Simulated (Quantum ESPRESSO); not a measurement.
AlAu2:

```
Au Al
1.0
    -1.67151    1.67151    4.39908
     1.67151   -1.67151    4.39908
     1.67151    1.67151   -4.39908
Au Al
2 1
Direct
  0.34373 0.34373 0.00000
  0.65627 0.65627 0.00000
  0.00000 0.00000 0.00000
```

The cell comes from a database or a generator and needn't be the stable form of this composition.

```yaml
Program: Quantum ESPRESSO 7.5
Task: single point
Functional: PBEsol
Potentials_or_basis: GBRV 1.5 PBEsol
Cutoff: 612 eV
Density_cutoff: 4898 eV
k_mesh: 11 × 11 × 11
Occupations: fermi-dirac, width 0.05 eV
Spin: no spin polarisation
```

On this cell: pressure -2.6 GPa; largest force 0.068 eV/Å; band gap on the k mesh none (metal or under the smearing width).

The same run follows on a disturbed copy (atoms moved at random, drawn with an rms of 0.05 Å):

```
CELL_PARAMETERS angstrom
-1.67151 1.67151 4.39908
1.67151 -1.67151 4.39908
1.67151 1.67151 -4.39908
ATOMIC_POSITIONS crystal
Au 0.33936 0.33511 0.99884
Au 0.66462 0.64628 0.99564
Al 0.99264 0.99076 0.98929
```

**Question.** What changes?

**Answer.** The energy (extrapolated to zero smearing) moves by +5.0 meV/atom; pressure -2.6 GPa; largest force 0.453 eV/Å; band gap on the k mesh none (metal or under the smearing width).

Forces on the atoms (eV/Å):
```
Au  -0.093  0.017  0.414
Au   0.100 -0.103 -0.430
Al  -0.007  0.087  0.016
```

Stress tensor (GPa, compression positive):
```
-1.85 -0.04 -0.36
-0.04 -1.85  0.23
-0.36  0.23 -4.12
```
